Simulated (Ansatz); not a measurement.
# MnO2 (P-3m1) in Ansatz: settings compared

One crystal, MnO2, is run at these levels: PBE, PBEsol, PBE0; tasks: band structure.

All numbers are computed with Ansatz 0.2.0; they aren't measurements. Logs are shortened: lines on timing, memory, paths and dates and some standing lists are left out, and cuts for length are marked.

### 1 The crystal as given

It takes space group P-3m1 (No. 164, trigonal). Conventional cell: a = 2.857 Å, b = 2.857 Å, c = 4.601 Å, α = 90.00°, β = 90.00°, γ = 120.00°. Around Mn (site symmetry -3m) lie 6 O at 1.90 Å. O (site symmetry 3m) has 3 Mn at 1.90 Å as nearest neighbours.

Measurements of this composition are mostly on another form, of space group No. 136.

### 2 Band structure, PBE, collinear spin, ferromagnetic start

input.yaml

```yaml
crystal:
  lattice:
    - [2.8565781804, 0.0, 0.0]
    - [-1.4282890902, 2.4738692722, 0.0]
    - [0.0, 0.0, 4.6013740589]
  atoms:
    - { symbol: Mn, position: [0.0, 0.0, 0.5], spin: 4.0 }
    - { symbol: O, position: [0.3333333333, 0.6666666667, 0.70629257] }
    - { symbol: O, position: [0.6666666667, 0.3333333333, 0.29370743] }
hamiltonian:
  xc: pbe
  pseudopotentials: { kind: paw }
magnetization:
  spin_polarized: true
kpoints:
  mp_grid: { grid: [11, 11, 6] }
  band_path:
    path:
      - [[0.0, 0.0, 0.0], [0.5, 0.0, 0.0], [0.3333333333, 0.3333333333, 0.0], [0.0, 0.0, 0.0], [0.0, 0.0, 0.5], [0.5, 0.0, 0.5], [0.3333333333, 0.3333333333, 0.5], [0.0, 0.0, 0.5]]
      - [[0.5, 0.0, 0.5], [0.5, 0.0, 0.0]]
      - [[0.3333333333, 0.3333333333, 0.0], [0.3333333333, 0.3333333333, 0.5]]
    npoints: 14
scf:
  occupations: { method: fermi_dirac, width: 0.05 }
  n_extra_bands: 7
output:
  forces: true
  stress: true
  eigenvalues: true
  fatbands: false
  write_density: true
  write_potential: true
  elf: true
  volumetric_format: npy
```

Potentials or basis: Ansatz PAW.

Started as:

```bash
$ ansatz run input.yaml --threads 2 --pin off --max-ram 5632MiB --backend cpu --events-out ev --progress --plain --runs-dir out
```

What it wrote:

```text
Warning: RAYON_NUM_THREADS=2 ignored (pool sized by the plan → 2); use --threads N
scf.n_extra_bands = 7 over 14 filled bands (N_el = 27.0): the run solves 21 bands
Engine: ansatz 0.2.0, x86_64-unknown-linux-gnu
Pseudopotentials: kind: paw
Pseudopotential: Mn, paw, valence charge 15, recommended cutoff 420 eV (normal), Mn.paw.azcp
Pseudopotential: O, paw, valence charge 6, recommended cutoff 420 eV (normal), O.paw.azcp
Functional definition: PBE
  parameter kappa = 0.804
  parameter beta = 0.06672455060314922
  exchange = pbe_x(kappa = kappa, mu = beta*pi^2/3)
  correlation = pbe_c(beta = beta)
Crystal: 3 atoms, lattice volume = 32.517 Å³
Basis set: ecut = 420 eV, 615 PW (Γ), exchange–correlation on 40×40×64 points (8 copies of the dense FFT grid, shifted against one another)
Bands: 21, of which v1, the nominal top of the filled ones, is band 14 counted from 1 (13 counted from 0)
Symmetry: 12 space group operations
Space group: P-3m1 (ITA 164), of the structure as read, at distance tolerance 3.2e-5 Å
Magnetic group: BNS 164.85 (UNI 1315), of the structure as read, at distance tolerance 3.2e-5 Å
k-points: 84 of 726
Non-local potential: Mn, projectors of the file, l = 0: 3, l = 1: 2, l = 2: 3, l = 3: 1
Non-local potential: O, projectors of the file, l = 0: 2, l = 1: 2, l = 2: 1
PAW form: soft (Blöchl's): semilocal exchange-correlation on the pseudo side does not see the compensation charge
PAW one-centre angular grid: Mn, 590 points (default); XC on 64 Gauss nodes
PAW one-centre angular grid: O, 110 points (default); XC on 64 Gauss nodes
Initial density: superposition of atomic densities (chi_scale 0.1, normalization cell, long waves kept (reshape's long-wave potential 0.12 eV rms))
Starting moments: Σ|m| = 4 μB on 1 of 3 sites
Initial wavefunctions: pseudopotential atomic-orbital guess
Functional: x = pbe(κ = 0.804, μ = 0.2195149727645171), c = pbe(β = 0.06672455060314922)
SCF iter   1: F=—  HF=-5033.634376 eV  |F-HF|=—  |Δ(HF+E_count)|=         —  Δρ=7.67e-2 (↑4.57e-2 ↓7.67e-2)  dr2=3.21e0  dr2_m=5.50e-1  M=3.000 μB ∫|m|=3.156 μB  β_m=0.30  ethr=3.10e-3  ⟨swp⟩=5.7  Hψ=15478  notcnv=0
Mixer restart at iter 1: flushing history
preconditioner: auto → none  [insulator: Δε(μ)=0.582 eV  Ē_g=14.962 eV  σ=0.050 eV  W_gap=0.99  n_scr=8 (ndim 8)  ℏωp=28.4 eV  f_vac=0.091  D(μ)=0.00/eV (n_scr^D=0)  ε∞_Penn≈4.6]
SCF iter   2: F=—  HF=-5033.904215 eV  |F-HF|=—  |Δ(HF+E_count)|=   2.70e-1  Δρ=5.67e-2 (↑5.67e-2 ↓3.06e-2)  dr2=4.85e-1  dr2_m=4.28e-1  M=3.000 μB ∫|m|=3.104 μB  β_m=0.32  ethr=3.10e-3  ⟨swp⟩=3.7  Hψ=8418  notcnv=0  defer=284
SCF iter   3: F=—  HF=-5033.553034 eV  |F-HF|=—  |Δ(HF+E_count)|=   3.51e-1  Δρ=3.13e-2 (↑2.60e-2 ↓3.13e-2)  dr2=2.06e-1  dr2_m=1.79e-1  M=3.000 μB ∫|m|=3.096 μB  β_m=0.41  ethr=1.80e-3  ⟨swp⟩=3.2  Hψ=6732  notcnv=0  defer=285
SCF iter   4: F=—  HF=-5033.665267 eV  |F-HF|=—  |Δ(HF+E_count)|=   1.12e-1  Δρ=7.21e-3 (↑7.13e-3 ↓7.21e-3)  dr2=4.39e-3  dr2_m=1.37e-2  M=3.000 μB ∫|m|=3.051 μB  β_m=0.50  ethr=7.63e-4  ⟨swp⟩=3.5  Hψ=7235  notcnv=0  defer=301
SCF iter   5: F=—  HF=-5033.674648 eV  |F-HF|=—  |Δ(HF+E_count)|=   9.38e-3  Δρ=2.63e-3 (↑2.63e-3 ↓2.08e-3)  dr2=2.86e-4  dr2_m=1.41e-3  M=3.000 μB ∫|m|=3.040 μB  β_m=0.74  ethr=1.62e-5  ⟨swp⟩=2.2  Hψ=7550  notcnv=0  defer=324
SCF iter   6: F=—  HF=-5033.675022 eV  |F-HF|=—  |Δ(HF+E_count)|=   3.74e-4  Δρ=7.15e-4 (↑6.33e-4 ↓7.15e-4)  dr2=1.45e-4  dr2_m=7.46e-5  M=3.000 μB ∫|m|=3.036 μB  β_m=0.74  ethr=1.06e-6  ⟨swp⟩=2.0  Hψ=5804  notcnv=0  defer=324
SCF iter   7: F=—  HF=-5033.674976 eV  |F-HF|=—  |Δ(HF+E_count)|=   4.64e-5  Δρ=1.28e-4 (↑1.20e-4 ↓1.28e-4)  dr2=4.69e-6  dr2_m=2.73e-6  M=3.000 μB ∫|m|=3.035 μB  β_m=0.79  ethr=5.36e-7  ⟨swp⟩=2.0  Hψ=5539  notcnv=0  defer=324
SCF iter   8: F=—  HF=-5033.674980 eV  |F-HF|=—  |Δ(HF+E_count)|=   4.20e-6  Δρ=4.52e-5 (↑3.53e-5 ↓4.52e-5)  dr2=1.81e-6  dr2_m=5.11e-8  M=3.000 μB ∫|m|=3.035 μB  β_m=0.84  ethr=1.74e-8  ⟨swp⟩=2.3  Hψ=5297  notcnv=0  defer=324
SCF iter   9: F=—  HF=-5033.674981 eV  |F-HF|=—  |Δ(HF+E_count)|=   5.42e-7  Δρ=9.97e-6 (↑9.97e-6 ↓5.13e-6)  dr2=5.14e-8  dr2_m=5.79e-9  M=3.000 μB ∫|m|=3.035 μB  β_m=0.92  ethr=6.70e-9  ⟨swp⟩=2.2  Hψ=4434  notcnv=0  defer=324
SCF iter  10: F=-5033.674981 eV  HF=-5033.674981 eV  |F-HF|=3.86e-10  |Δ(HF+E_count)|=   4.62e-9  Δρ=7.93e-7 (↑7.93e-7 ↓6.01e-7)  dr2=3.99e-10  dr2_m=2.11e-11  M=3.000 μB ∫|m|=3.035 μB  ethr=1.91e-10  ⟨swp⟩=11.6  Hψ=24053  notcnv=0
SCF 1 converged in 10 iterations: F = -5033.674981 eV  dr2 = 3.99e-10
NSCF: frozen V_eff on 129 k-points
SCF converged after 10 iterations
Magnetization: 3.0000 μB (15.0000 up, 12.0000 down)
Absolute magnetization: 3.0361 μB (∫|ρ↑−ρ↓|, with the PAW one-centre terms)
Spin contamination: 0.0330 ħ² per cell (⟨S²⟩ above its minimum at these occupations)
Per-site moments (μB) at R_I (Å): [(2.4891658461715536, 0.7849485026378248), (0.05266045822413574, 0.7849485026378248), (0.052660458224135814, 0.7849485026378249)]
Free energy (F): -5033.674981 eV
Harris-Foulkes:  -5033.674981 eV  (|F-HF|=3.86e-10)
Internal energy: -5033.674975 eV  (E = F + TS)
E sigma→0 (E₀):  -5033.674978 eV
Entropy (-TS):   -0.000005 eV (-0.002 meV/atom)
Fermi energy:    8.401843 eV
--- Per-component energies (eV) ---
  E_band       = -361.354766
  E_kinetic    = 649.529594
  E_local      = -3560.292263  (includes V_loc(G=0)·N_el)
  E_nonlocal   = 333.705182
  E_hartree    = 1454.396270
  E_xc         = -260.727256
  E_vxc        = -333.127856  (∫ρ·V_xc dr)
  E_paw        = -1610.801245  (= ΣΔE_a)
  E_vpaw       = -359.965726  (= ΣTr[D̂ρ^β])
  E_aug_tail   = 0.004792  (compensation charges beyond the density's cutoff)
  E_ewald      = -2039.490050
  E_smearing   = -0.000005  (= −TS)
  E_closure    = 0.000000  (closes the sum)
  Σ components = -5033.674981   (vs F -5033.674981, Δ=0.00e0)
--- Forces (eV/Å), atoms counted from 1 ---
  atom   1  Mn     0.00000000    -0.00000000     0.00000000
  atom   2  O      0.00000000     0.00000000     0.21757133
  atom   3  O      0.00000000    -0.00000000    -0.21757133
  max |Σ_I F_I| component: 2.78e-17 eV/Å
--- Stress (GPa, compression-positive) ---
        4.974178       0.000000       0.000000
        0.000000       4.974178       0.000000
        0.000000       0.000000       4.353018
  P = ⅓ Tr σ = 4.7671 GPa (47.671 kbar)
--- Band table (eV; the first three rows and the last of 168) ---
  k-point 0 ↑: bands = ["-73.6412", "-42.2956", "-42.2872", "-42.2872", "-11.6800", "-9.3644", "1.6193", "2.0311", "2.0311", "5.5687", "5.5687", "6.5354", "6.5354", "6.7857", "7.5918", "10.8774", "10.8774", "15.0722", "18.3227", "22.7797", "27.4380"]
  k-point 1 ↑: bands = ["-73.6412", "-42.2957", "-42.2872", "-42.2872", "-11.6518", "-9.4128", "1.7655", "2.0340", "2.0340", "5.5673", "5.5673", "6.4181", "6.5240", "6.5240", "7.7291", "10.8901", "10.8901", "15.4146", "18.2755", "22.4509", "27.4632"]
  k-point 2 ↑: bands = ["-73.6412", "-42.2957", "-42.2872", "-42.2872", "-11.5920", "-9.5125", "2.0400", "2.0400", "2.1007", "5.5644", "5.5644", "5.7957", "6.5021", "6.5021", "7.8647", "10.9158", "10.9158", "16.2725", "18.0056", "21.8268", "27.5271"]
  k-point 83 ↓: bands = ["-70.4210", "-39.3723", "-39.3340", "-39.0191", "-9.7629", "-9.7321", "2.4776", "2.6580", "3.5552", "4.8032", "5.2217", "5.5035", "9.2216", "9.9085", "10.0150", "11.6223", "11.6426", "20.6912", "22.8627", "23.0214", "24.0377"]
```

rho_z.tsv:

```text
# z_ang	rho[e/angstrom^3]	rho_spin[e/angstrom^3]
# format = ansatz-planar-average/11
# lattice	2.856578180	0.000000000	0.000000000
# lattice	-1.428289090	2.473869272	0.000000000
# lattice	0.000000000	0.000000000	4.601374059
# sites	3
# site	25	0.000000000	0.000000000	2.300687029
# site	8	0.000000000	1.649246181	3.249916310
# site	8	1.428289090	0.824623091	1.351457749
0.000000	2.855511e-2	8.925149e-4
0.143793	3.316766e-2	1.005275e-3
0.287586	4.863476e-2	1.379425e-3
0.431379	7.988261e-2	2.147485e-3
0.575172	1.377809e-1	3.617986e-3
0.718965	2.396505e-1	6.198748e-3
[... 24 lines left out ...]
4.313788	4.863476e-2	1.379425e-3
4.457581	3.316766e-2	1.005275e-3
```

It took 18 s on 2 threads of Intel Xeon at 2.50GHz (Skylake/Cascade Lake), shared host; peak memory 0.41 GiB.

Results:

```yaml
Free_energy: -5033.6750 eV
Pressure: 4.8 GPa
Largest_force: 0.218 eV/Å
Band_gap_on_the_k_mesh: 0.85 eV, indirect (least direct gap 0.90 eV)
Band_gap_along_the_path: 0.84 eV, indirect (least direct gap 0.90 eV)
Net_moment: 3.00 μB per cell
Absolute_moment: 3.04 μB per cell
Site_moments: Mn +2.49; O +0.05 μB
```

Forces in eV/Å, atoms in the order of the input:
```
Mn   0.000  0.000  0.000
O    0.000  0.000  0.218
O    0.000  0.000 -0.218
```

Stress tensor (GPa, compression positive):
```
4.97 0.00 0.00
0.00 4.97 0.00
0.00 0.00 4.35
```

Levels at the corners of the path, in eV from the valence-band top:
Spin up:
```tsv
point	band 12	band 13	band 14	band 15	band 16	band 17	band 18	band 19
Γ	-1.44	-1.44	-1.19	-0.38	2.90	2.90	7.10	10.35
M	-2.48	-1.86	-1.78	-0.99	2.18	2.81	11.71	12.84
K	-2.79	-2.20	-0.75	-0.75	1.99	1.99	13.23	13.99
Γ	-1.44	-1.44	-1.19	-0.38	2.90	2.90	7.10	10.35
A	-2.41	-1.48	-1.48	-0.07	2.95	2.95	9.18	9.44
L	-1.86	-1.85	-1.82	-1.11	2.19	2.72	10.95	13.04
H	-3.09	-2.18	-0.87	-0.87	2.26	2.26	12.60	14.99
A	-2.41	-1.48	-1.48	-0.07	2.95	2.95	9.18	9.44
L	-1.86	-1.85	-1.82	-1.11	2.19	2.72	10.95	13.04
M	-2.48	-1.86	-1.78	-0.99	2.18	2.81	11.71	12.84
K	-2.79	-2.20	-0.75	-0.75	1.99	1.99	13.23	13.99
H	-3.09	-2.18	-0.87	-0.87	2.26	2.26	12.60	14.99
```
Spin down:
| point | band 8 | band 9 | band 10 | band 11 | band 12 | band 13 | band 14 | band 15 | band 16 | band 17 |
| --- | --- | --- | --- | --- | --- | --- | --- | --- | --- | --- |
| Γ | -5.08 | -5.08 | -1.37 | -1.37 | -1.01 | 0.84 | 0.84 | 2.45 | 4.20 | 4.20 |
| M | -4.31 | -4.26 | -3.20 | -2.85 | -2.29 | 1.14 | 1.61 | 1.92 | 3.67 | 4.15 |
| K | -5.18 | -4.81 | -2.91 | -2.91 | -2.63 | 1.16 | 2.03 | 2.03 | 3.47 | 3.47 |
| Γ | -5.08 | -5.08 | -1.37 | -1.37 | -1.01 | 0.84 | 0.84 | 2.45 | 4.20 | 4.20 |
| A | -5.07 | -4.61 | -2.35 | -1.41 | -1.41 | 0.84 | 0.84 | 2.57 | 4.25 | 4.25 |
| L | -4.71 | -4.33 | -3.04 | -2.75 | -1.64 | 1.12 | 1.61 | 1.90 | 3.65 | 4.08 |
| H | -5.35 | -4.60 | -2.93 | -2.73 | -2.73 | 1.23 | 2.01 | 2.01 | 3.65 | 3.65 |
| A | -5.07 | -4.61 | -2.35 | -1.41 | -1.41 | 0.84 | 0.84 | 2.57 | 4.25 | 4.25 |
| L | -4.71 | -4.33 | -3.04 | -2.75 | -1.64 | 1.12 | 1.61 | 1.90 | 3.65 | 4.08 |
| M | -4.31 | -4.26 | -3.20 | -2.85 | -2.29 | 1.14 | 1.61 | 1.92 | 3.67 | 4.15 |
| K | -5.18 | -4.81 | -2.91 | -2.91 | -2.63 | 1.16 | 2.03 | 2.03 | 3.47 | 3.47 |
| H | -5.35 | -4.60 | -2.93 | -2.73 | -2.73 | 1.23 | 2.01 | 2.01 | 3.65 | 3.65 |

Caveat: the pressure holds a Pulay correction of +0.8 GPa for the finite cutoff; a cell with one magnetic atom can't hold antiferromagnetic order, which such compounds often take.

### 3 Band structure, PBEsol, collinear spin, ferromagnetic start

input.yaml, as its differences from that of step 2:

```diff
@@ -10,3 +10,3 @@
 hamiltonian:
-  xc: pbe
+  xc: pbesol
   pseudopotentials: { kind: paw }
```

Potentials or basis: Ansatz PAW.

Started as:

```bash
$ ansatz run input.yaml --threads 2 --pin off --max-ram 5632MiB --backend cpu --events-out ev --progress --plain --runs-dir out
```

Wall time 20 s (2 threads of Intel Xeon at 2.50GHz (Skylake/Cascade Lake), shared host); peak memory 0.41 GiB.

The run converged. Its results:

```
Free energy             : -4990.3452 eV
Pressure                : -2.2 GPa
Largest force           : 0.164 eV/Å
Band gap on the k mesh  : 0.73 eV, indirect (least direct gap 0.79 eV)
Band gap along the path : 0.72 eV, indirect (least direct gap 0.79 eV)
Net moment              : 3.00 μB per cell
Absolute moment         : 3.04 μB per cell
Site moments            : Mn +2.49; O +0.05 μB
```

Forces in eV/Å, atoms in the order of the input:
```
Mn   0.000  0.000  0.000
O    0.000  0.000 -0.164
O    0.000  0.000  0.164
```

Stress tensor (GPa, compression positive):
```
-2.94  0.00  0.00
 0.00 -2.94  0.00
 0.00  0.00 -0.57
```

Levels at the corners of the path, in eV from the valence-band top:
Spin up:
| point | band 13 | band 14 | band 15 | band 16 | band 17 | band 18 |
| --- | --- | --- | --- | --- | --- | --- |
| Γ | -1.51 | -1.26 | -0.38 | 2.82 | 2.82 | 6.90 |
| M | -1.84 | -1.79 | -0.99 | 2.09 | 2.72 | 11.47 |
| K | -2.19 | -0.74 | -0.74 | 1.89 | 1.89 | 12.99 |
| Γ | -1.51 | -1.26 | -0.38 | 2.82 | 2.82 | 6.90 |
| A | -1.55 | -1.55 | -0.07 | 2.87 | 2.87 | 8.97 |
| L | -1.84 | -1.83 | -1.11 | 2.10 | 2.63 | 10.70 |
| H | -2.16 | -0.86 | -0.86 | 2.16 | 2.16 | 12.35 |
| A | -1.55 | -1.55 | -0.07 | 2.87 | 2.87 | 8.97 |
| L | -1.84 | -1.83 | -1.11 | 2.10 | 2.63 | 10.70 |
| M | -1.84 | -1.79 | -0.99 | 2.09 | 2.72 | 11.47 |
| K | -2.19 | -0.74 | -0.74 | 1.89 | 1.89 | 12.99 |
| H | -2.16 | -0.86 | -0.86 | 2.16 | 2.16 | 12.35 |
Spin down:
```
point  band 8  band 9  band 10  band 11  band 12  band 13  band 14  band 15  band 16  band 17
    Γ   -5.15   -5.15    -1.42    -1.42    -1.08     0.73     0.73     2.36     4.19     4.19
    M   -4.41   -4.32    -3.27    -2.92    -2.36     1.05     1.51     1.82     3.68     4.15
    K   -5.29   -4.91    -2.98    -2.98    -2.71     1.05     1.94     1.94     3.47     3.47
    Γ   -5.15   -5.15    -1.42    -1.42    -1.08     0.73     0.73     2.36     4.19     4.19
    A   -5.13   -4.71    -2.44    -1.47    -1.47     0.72     0.72     2.49     4.24     4.24
    L   -4.81   -4.38    -3.11    -2.82    -1.71     1.02     1.50     1.80     3.66     4.08
    H   -5.47   -4.69    -3.01    -2.79    -2.79     1.13     1.91     1.91     3.65     3.65
    A   -5.13   -4.71    -2.44    -1.47    -1.47     0.72     0.72     2.49     4.24     4.24
    L   -4.81   -4.38    -3.11    -2.82    -1.71     1.02     1.50     1.80     3.66     4.08
    M   -4.41   -4.32    -3.27    -2.92    -2.36     1.05     1.51     1.82     3.68     4.15
    K   -5.29   -4.91    -2.98    -2.98    -2.71     1.05     1.94     1.94     3.47     3.47
    H   -5.47   -4.69    -3.01    -2.79    -2.79     1.13     1.91     1.91     3.65     3.65
```

Caveat: the pressure holds a Pulay correction of +0.8 GPa for the finite cutoff; a cell with one magnetic atom can't hold antiferromagnetic order, which such compounds often take; the PAW data sets come from PBE, with cores solved anew for the run's functional, which leaves a small shift of forces and pressure.

### 4 Band structure, PBE0, collinear spin, ferromagnetic start

input.yaml, as its differences from that of step 3:

```diff
@@ -10,3 +10,3 @@
 hamiltonian:
-  xc: pbesol
+  xc: pbe0
   pseudopotentials: { kind: paw }
@@ -15,3 +15,3 @@
 kpoints:
-  mp_grid: { grid: [11, 11, 6] }
+  mp_grid: { grid: [6, 6, 4] }
   band_path:
@@ -21,3 +21,3 @@
       - [[0.3333333333, 0.3333333333, 0.0], [0.3333333333, 0.3333333333, 0.5]]
-    npoints: 14
+    npoints: 4
 scf:
```

Started as:

```bash
$ ansatz run input.yaml --threads 2 --pin off --max-ram 5632MiB --backend cpu --events-out ev --progress --plain --runs-dir out
```

It took 18 min on 2 threads of Intel Xeon at 2.50GHz (Skylake/Cascade Lake), shared host; peak memory 0.98 GiB.

Results (log left out):

- Free energy: -5032.5075 eV
- Pressure: -3.1 GPa
- Largest force: 0.450 eV/Å
- Band gap on the k mesh: 4.29 eV, indirect (least direct gap 4.58 eV)
- Band gap along the path: 4.35 eV, indirect (least direct gap 4.68 eV)
- Net moment: 3.00 μB per cell
- Absolute moment: 3.25 μB per cell
- Site moments: Mn +2.69; O -0.03 μB

Forces in eV/Å, atoms in the order of the input:
```
Mn   0.000  0.000  0.000
O    0.000  0.000 -0.450
O    0.000  0.000  0.450
```

Stress tensor (GPa, compression positive):
```
-3.62  0.00  0.00
 0.00 -3.62  0.00
 0.00  0.00 -2.06
```

Levels at the corners of the path, in eV from the valence-band top:
Spin up:
| point | band 13 | band 14 | band 15 | band 16 | band 17 | band 18 |
| --- | --- | --- | --- | --- | --- | --- |
| Γ | -0.48 | -0.48 | -0.32 | 5.69 | 5.69 | 10.30 |
| M | -2.25 | -1.76 | -1.41 | 4.87 | 5.63 | 15.03 |
| K | -2.00 | -1.19 | -1.19 | 4.71 | 4.71 | 16.48 |
| Γ | -0.48 | -0.48 | -0.32 | 5.69 | 5.69 | 10.30 |
| A | -0.53 | -0.53 | -0.46 | 5.76 | 5.76 | 12.42 |
| L | -2.15 | -1.70 | -1.08 | 4.92 | 5.52 | 14.15 |
| H | -2.32 | -1.42 | -1.42 | 5.03 | 5.03 | 15.95 |
| A | -0.53 | -0.53 | -0.46 | 5.76 | 5.76 | 12.42 |
| L | -2.15 | -1.70 | -1.08 | 4.92 | 5.52 | 14.15 |
| M | -2.25 | -1.76 | -1.41 | 4.87 | 5.63 | 15.03 |
| K | -2.00 | -1.19 | -1.19 | 4.71 | 4.71 | 16.48 |
| H | -2.32 | -1.42 | -1.42 | 5.03 | 5.03 | 15.95 |
Spin down:
```
point  band 9  band 10  band 11  band 12  band 13  band 14  band 15  band 16
    Γ   -4.65    -0.64    -0.64    -0.28     4.56     4.56     6.31     7.66
    M   -3.75    -2.56    -2.33    -1.68     4.76     5.47     5.79     7.20
    K   -4.51    -2.31    -2.31    -2.09     4.98     5.79     5.79     6.99
    Γ   -4.65    -0.64    -0.64    -0.28     4.56     4.56     6.31     7.66
    A   -4.17    -1.69    -0.69    -0.69     4.55     4.55     6.41     7.71
    L   -3.83    -2.43    -2.22    -0.98     4.77     5.46     5.79     7.17
    H   -4.28    -2.40    -2.10    -2.10     5.08     5.82     5.82     7.15
    A   -4.17    -1.69    -0.69    -0.69     4.55     4.55     6.41     7.71
    L   -3.83    -2.43    -2.22    -0.98     4.77     5.46     5.79     7.17
    M   -3.75    -2.56    -2.33    -1.68     4.76     5.47     5.79     7.20
    K   -4.51    -2.31    -2.31    -2.09     4.98     5.79     5.79     6.99
    H   -4.28    -2.40    -2.10    -2.10     5.08     5.82     5.82     7.15
```

Caveat: the k mesh is coarse (spacing up to 0.42 Å⁻¹), so the values aren't converged, least of all with exact exchange; the magnetic or orbital state may not be the lowest; the pressure holds a Pulay correction of +0.6 GPa for the finite cutoff; a cell with one magnetic atom can't hold antiferromagnetic order, which such compounds often take; the PAW data sets come from PBE, with cores solved anew for the run's functional, which leaves a small shift of forces and pressure; the thresholds are loose for stress.

### 5 The runs side by side

```tsv
level	k mesh	points for each segment of the path	mesh quality	gap on the mesh (eV)	pressure (GPa)	moment (μB)	largest force (eV/Å)
PBE	11 × 11 × 6	14	not flagged	0.85	4.8	3.00	0.22
PBEsol	11 × 11 × 6	14	not flagged	0.73	-2.2	3.00	0.16
PBE0	6 × 6 × 4	4	coarse	4.29	-3.1	3.00	0.45
```

Alike in all rows: task band structure; potentials or basis Ansatz PAW; spin collinear, ferromagnetic start; cell as given; cutoff (eV) 420; smearing fermi-dirac 0.05 eV.

Caveats: some runs use coarse meshes; a cell with one magnetic atom can't hold antiferromagnetic order, which such compounds often take; the PAW data sets come from PBE, with cores solved anew for the run's functional, which leaves a small shift of forces and pressure (some runs); the magnetic or orbital state may not be the lowest (some runs); the thresholds are loose for stress (some runs).

Absolute energies hang on the potentials; compare differences alone.
